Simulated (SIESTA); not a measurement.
Cl:

```
Cl
1.0
     3.14500   -2.25000    0.00000
     3.14500    2.25000    0.00000
     0.00000    0.00000    8.21000
Cl
4
Direct
  0.37000 0.63000 0.40000
  0.13000 0.87000 0.90000
  0.63000 0.37000 0.60000
  0.87000 0.13000 0.10000
```

Base run:

- Program: SIESTA 5.4.2
- Functional: PBE
- Potentials or basis: PseudoDojo 0.4 standard (PBE files)
- Basis: DZP (energy shift 0.003 Ry)
- Grid cutoff: 800 Ry
- Energy shift: 0.003 Ry
- k mesh: 7 × 7 × 4
- Occupations: fermi-dirac, width 0.05 eV
- Spin: no spin polarisation

Its results: band gap on the k mesh 2.47 eV, indirect (least direct gap 2.50 eV); pressure 0.7 GPa; largest force 0.693 eV/Å.

**Question.** The run is repeated on the same cell with these changes: functional from PBE to LDA; potentials or basis from PseudoDojo 0.4 standard (PBE files) to PseudoDojo 0.4 standard (LDA files). What comes out?

**Answer.** Band gap on the k mesh 2.31 eV, indirect (least direct gap 2.35 eV); pressure -2.5 GPa; largest force 0.537 eV/Å.

Caveats: the basis of atomic orbitals isn't converged, which shifts pressures, moduli and gaps; the basis holds too few empty states to meet the f-sum rule, so the spectrum is short of weight at high energy (some runs); an odd mesh through Γ misses points on the zone boundary, where band edges often lie (some runs).
